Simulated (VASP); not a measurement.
# BaTiO3 (Pm-3m) in VASP: notebook

The runs below take BaTiO3 through single point, with LDA.

All numbers are computed with VASP 6.6.1; they aren't measurements. Logs are shortened: lines on timing, memory, paths and dates and some standing lists are left out, and cuts for length are marked.

**1. Starting point**

Symmetry: Pm-3m, No. 221, cubic system. The conventional cell has a = 4.006 Å, b = 4.006 Å, c = 4.006 Å, α = 90.00°, β = 90.00°, γ = 90.00°. Around Ba (site symmetry m-3m) lie 12 O at 2.83 Å. Ti (site symmetry m-3m) is surrounded by 6 O at 2.00 Å. O (site symmetry 4/mmm) is surrounded by 2 Ti at 2.00 Å.

**2. Single point, LDA**

INCAR reads:

```
PREC = Accurate
ENCUT = 460
EDIFF = 1E-7
ISMEAR = 0
SIGMA = 0.05
LREAL = Auto
LASPH = True
NELM = 100
ALGO = Normal
ISIF = 2
LWAVE = False
LCHARG = False
GGA = CA
ADDGRID = False
```

KPOINTS reads:

```
Automatic mesh
0
Gamma
  4 4 4
```

POSCAR reads:

```
BaTiO3
1.0
    4.0060000000      0.0000000000      0.0000000000
    0.0000000000      4.0060000000      0.0000000000
    0.0000000000      0.0000000000      4.0060000000
Ba Ti O
1 1 3
Direct
    0.5000000000      0.5000000000      0.5000000000
    0.0000000000      0.0000000000      0.0000000000
    0.0000000000      0.0000000000      0.5000000000
    0.0000000000      0.5000000000      0.0000000000
    0.5000000000      0.0000000000      0.0000000000
```

Potentials or basis: VASP PAW LDA potentials, release 64 (Ba_sv, Ti_sv, O).

The run is started by

```bash
cat potpaw_LDA.64/Ba_sv/POTCAR potpaw_LDA.64/Ti_sv/POTCAR potpaw_LDA.64/O/POTCAR > POTCAR
mpirun -np 1 vasp_std > vasp.out
```

OUTCAR:

```text
PREC = Accurate
   ENCUT = 460
   EDIFF = 1E-7
   ISMEAR = 0
   LREAL = Auto
   LASPH = True
   NELM = 100
   ISIF = 2
   GGA = CA

 Found     10 irreducible k-points:

 Following reciprocal coordinates:
            Coordinates               Weight
  0.000000  0.000000  0.000000      1.000000
  0.250000  0.000000  0.000000      6.000000
  0.500000  0.000000  0.000000      3.000000
  0.250000  0.250000  0.000000     12.000000
  0.500000  0.250000  0.000000     12.000000
  0.500000  0.500000  0.000000      3.000000
   k-points           NKPTS =     10   k-points in BZ     NKDIM =     10   number of bands    NBANDS=     24
   number of dos      NEDOS =    301   number of ions     NIONS =      5
   total plane-waves  NPLWV =  21952
   dimension x,y,z NGX =    28 NGY =   28 NGZ =   28
   dimension x,y,z NGXF=    56 NGYF=   56 NGZF=   56
   ions per type =               1   1   3
   NGX,Y,Z   is equivalent  to a cutoff of  11.62, 11.62, 11.62 a.u.
   NGXF,Y,Z  is equivalent  to a cutoff of  23.24, 23.24, 23.24 a.u.
 SYSTEM =  unknown system
   PREC   = accura    normal or accurate (medium, high low for compatibility)
   ISTART =      0    job   : 0-new  1-cont  2-samecut
   ICHARG =      2    charge: 1-file 2-atom 10-const
   ISPIN  =      1    spin polarized calculation?
   LNONCOLLINEAR =      F non collinear calculations
   LSORBIT =      F    spin-orbit coupling
   LASPH  =      T    aspherical Exc in radial PAW
   ENCUT  =  460.0 eV  33.81 Ry    5.81 a.u.   7.01  7.01  7.01*2*pi/ulx,y,z
   NELM   =    100;   NELMIN=  2; NELMDL= -5     # of ELM steps
   EDIFF  = 0.1E-06   stopping-criterion for ELM
   LREAL  =      T    real-space projection
   EDIFFG = 0.1E-05   stopping-criterion for IOM
   NSW    =      0    number of steps for IOM
   IBRION =     -1    ionic relax: 0-MD 1-quasi-New 2-CG
   NFREE  =      0    steps in history (QN), initial steepest desc. (CG)
   ISIF   =      2    stress and relaxation
   ISYM   =      2    0-nonsym 1-usesym 2-fastsym
   POTIM  = 0.5000    time-step for ionic-motion
   TEBEG  =    0.0;   TEEND  =   0.0 temperature during run
   PSTRESS=    0.0 pullay stress
   NELECT =      40.0000    total number of electrons
   NUPDOWN=      -1.0000    fix difference up-down
   EMIN   =  10.00;   EMAX   =-10.00  energy-range for DOS
   EFERMI =   0.00;   METHOD = LEGACY
   ISMEAR =     0;   SIGMA  =   0.05  broadening in eV -4-tet -1-fermi 0-gaus
   EFERMI_NEDOS =   21; number of points for ismear=-14 and -15
   IALGO  =     38    algorithm
   IMIX   =      4    mixing-type and parameters
     AMIX     =   0.40;   BMIX     =  1.00
     AMIX_MAG =   1.60;   BMIX_MAG =  1.00
  volume/ion in A,a.u.               =      12.86        86.77
  Fermi-wavevector in a.u.,A,eV,Ry     =   1.397603  2.641087 26.576187  1.953295
  Thomas-Fermi vector in A             =   2.520843
   LORBIT       =      0    0 simple, 1 ext, 2 COOP (PROOUT), +10 PAW based schemes
   GGA     = CA    functional components
   LHFCALC =     F    Hartree Fock is set to
   AEXX    =    0.0000 exact exchange contribution
   IVDW    =     0    specifies the selected vdW correction
   LEPSILON=     F    determine dielectric tensor
   LRPA    =     F    only Hartree local field effects (RPA)
 non-spin polarized calculation
 Gauss-broadening in eV      SIGMA  =   0.05
  energy-cutoff  :      460.00
  volume of cell :       64.29
 maximum number of plane-waves:      1472
   NGX = 15   NGY = 15   NGZ = 15

 number of electron      40.0000034 magnetization

 Free energy of the ion-electron system (eV)
  ---------------------------------------------------
  ext. energy  EPLUGINS =         0.00000000
  ---------------------------------------------------
  free energy    TOTEN  =       -44.08991563 eV

  energy without entropy =      -44.08991563  energy(sigma->0) =      -44.08991563

 E-fermi :   3.8979     XC(G=0): -11.7241

 val. band max:        3.5054655363   @ k =   0.5000   0.5000   0.5000
 cond. band min:       5.1396949837   @ k =   0.0000   0.0000   0.0000
 fundamental gap:      1.6342294473
 Fermi energy:         3.8979401569

 k-point     1 :       0.0000    0.0000    0.0000
  band No.  band energies     occupation
      1     -52.4152      2.00000
      2     -29.0282      2.00000
      3     -29.0282      2.00000
      4     -29.0282      2.00000
      5     -21.1580      2.00000
      6     -13.0678      2.00000
[... 16 lines left out ...]
     23       5.1397      0.00000
     24       7.4089      0.00000

 k-point     2 :       0.2500    0.0000    0.0000
  band No.  band energies     occupation
      1     -52.4147      2.00000
      2     -29.0548      2.00000
      3     -29.0271      2.00000
      4     -29.0271      2.00000
      5     -21.0979      2.00000
      6     -13.1494      2.00000
[... 16 lines left out ...]
     23       6.1362      0.00000
     24       7.4139      0.00000

 k-point     3 :       0.5000    0.0000    0.0000
  band No.  band energies     occupation
      1     -52.4141      2.00000
      2     -29.0812      2.00000
      3     -29.0260      2.00000
      4     -29.0260      2.00000
      5     -21.0360      2.00000
      6     -13.3173      2.00000
[... 16 lines left out ...]
     23       6.9335      0.00000
     24       7.4177      0.00000

 k-point     4 :       0.2500    0.2500    0.0000
  band No.  band energies     occupation
      1     -52.4141      2.00000
      2     -29.0538      2.00000
      3     -29.0529      2.00000
      4     -29.0261      2.00000
      5     -21.0481      2.00000
      6     -13.0406      2.00000
[... 16 lines left out ...]
     23       6.4685      0.00000
     24       7.9750      0.00000

 k-point     5 :       0.5000    0.2500    0.0000
  band No.  band energies     occupation
      1     -52.4136      2.00000
      2     -29.0793      2.00000
      3     -29.0519      2.00000
      4     -29.0250      2.00000
      5     -20.9972      2.00000
      6     -13.0444      2.00000
[... 16 lines left out ...]
     23       7.0450      0.00000
     24       8.0781      0.00000

 k-point     6 :       0.5000    0.5000    0.0000
  band No.  band energies     occupation
      1     -52.4131      2.00000
      2     -29.0775      2.00000
      3     -29.0775      2.00000
      4     -29.0240      2.00000
      5     -20.9577      2.00000
      6     -12.6956      2.00000
[... 16 lines left out ...]
     23       7.3476      0.00000
     24       8.2614      0.00000

 [... further k-points ...]
[... 5 lines left out ...]
  --------------------------------------------------------------------------------------
  -------------------------------------------------------------------------------------
  Total       -3.2110057     -3.2110057     -3.2110057      0.0000000      0.0000000     -0.0000000
  in kB      -80.0237358    -80.0237358    -80.0237358      0.0000000      0.0000000     -0.0000000
  external PRESSURE =     -80.0237358 kB  Pullay stress =       0.0000000 kB

 VOLUME and BASIS-vectors are now :
 -----------------------------------------------------------------------------
  energy-cutoff  :      460.00
  volume of cell :       64.29
      direct lattice vectors                 reciprocal lattice vectors
     4.006000000  0.000000000  0.000000000     0.249625562  0.000000000  0.000000000
     0.000000000  4.006000000  0.000000000     0.000000000  0.249625562  0.000000000
     0.000000000  0.000000000  4.006000000     0.000000000  0.000000000  0.249625562

 POSITION                                       TOTAL-FORCE (eV/Angst)
 -----------------------------------------------------------------------------------
      2.00300      2.00300      2.00300         0.000000      0.000000      0.000000
      0.00000      0.00000      0.00000         0.000000      0.000000      0.000000
      0.00000      0.00000      2.00300         0.000000      0.000000      0.000000
      0.00000      2.00300      0.00000         0.000000      0.000000      0.000000
      2.00300      0.00000      0.00000         0.000000      0.000000      0.000000
 -----------------------------------------------------------------------------------
    total drift:                                0.000000      0.000000     -0.000000

  FREE ENERGIE OF THE ION-ELECTRON SYSTEM (eV)
  ---------------------------------------------------
  free  energy   TOTEN  =       -44.0899156276 eV

  energy  without entropy=      -44.0899156276  energy(sigma->0) =      -44.08991563
```

stdout:

```text
POSCAR found type information on POSCAR BaTiO
 POSCAR found :  3 types and       5 ions
 scaLAPACK will be used
 -----------------------------------------------------------------------------
|                                                                             |
|                                                                             |
|     You have a (more or less) 'small supercell' and for smaller cells       |
|     it is recommended to use the reciprocal-space projection scheme!        |
|     The real-space optimization is not efficient for small cells and it     |
|     is also less accurate ...                                               |
|     Therefore, set LREAL=.FALSE. in the INCAR file.                         |
|                                                                             |
 -----------------------------------------------------------------------------

 LDA part: xc-table for (Slater(with rela. corr.)+CA(PZ))
 , standard interpolation
 POSCAR, INCAR and KPOINTS ok, starting setup
 FFT: planning ... GRIDC
 FFT: planning ... GRID_SOFT
 FFT: planning ... GRID
 WAVECAR not read
 entering main loop
```

Run time: 24 s. Hardware: 1 thread of AMD EPYC 7R13 (Zen 3), shared host; peak memory 0.12 GiB.

The run converged, but some of its settings lie outside the range that counts as converged, so its numbers aren't taken as properties of the crystal.

What came out:

```
Free energy            : -44.0899 eV
Pressure               : -8.0 GPa
Band gap on the k mesh : 1.63 eV, indirect (least direct gap 1.78 eV)
```

Caveat: the cutoff is under 1.25 times the usual one of these potentials, so pressure, stress and relaxed cells hold a basis-set (Pulay) error; spin-orbit coupling is left out, which moves the levels of the heavy elements.

**3. Single point, LDA**

INCAR is that of step 2.

KPOINTS is that of step 2.

POSCAR reads:

```
BaTiO3
1.0
    4.0060000000      0.0000000000      0.0000000000
    0.0000000000      4.0060000000      0.0000000000
    0.0000000000      0.0000000000      4.0060000000
Ba Ti O
1 1 3
Direct
    0.4701120000      0.5031600000      0.5056990000
   -0.0202070000      0.0016430000     -0.0204470000
   -0.0270160000     -0.0188640000      0.5097340000
   -0.0003670000      0.4971430000     -0.0056670000
    0.4958670000     -0.0087980000      0.0064420000
```

Potentials or basis: VASP PAW LDA potentials, release 64 (Ba_sv, Ti_sv, O).

The run is started by

```bash
cat potpaw_LDA.64/Ba_sv/POTCAR potpaw_LDA.64/Ti_sv/POTCAR potpaw_LDA.64/O/POTCAR > POTCAR
mpirun -np 1 vasp_std > vasp.out
```

Wall time 91 s (1 thread of AMD EPYC 7R13 (Zen 3), shared host); peak memory 0.13 GiB.

The run converged, but some of its settings lie outside the range that counts as converged, so its numbers aren't taken as properties of the crystal.

What came out:

* Free energy: -44.0633 eV
* Pressure: -6.6 GPa
* Largest force: 0.536 eV/Å
* Band gap on the k mesh: 1.81 eV, indirect (least direct gap 2.09 eV)

Caveat: the cutoff is under 1.25 times the usual one of these potentials, so pressure, stress and relaxed cells hold a basis-set (Pulay) error; spin-orbit coupling is left out, which moves the levels of the heavy elements.

**4. The reference run**

An earlier run on the cell as given: functional PBEsol; potentials or basis VASP PAW PBE potentials, release 64 (Ba_sv, Ti_sv, O); cutoff 520 eV; k mesh 7 × 7 × 7; occupations fermi-dirac, width 0.05 eV; no spin polarisation.

* Pressure: -2.8 GPa
* Band gap on the k mesh: 1.76 eV, indirect (least direct gap 1.84 eV)
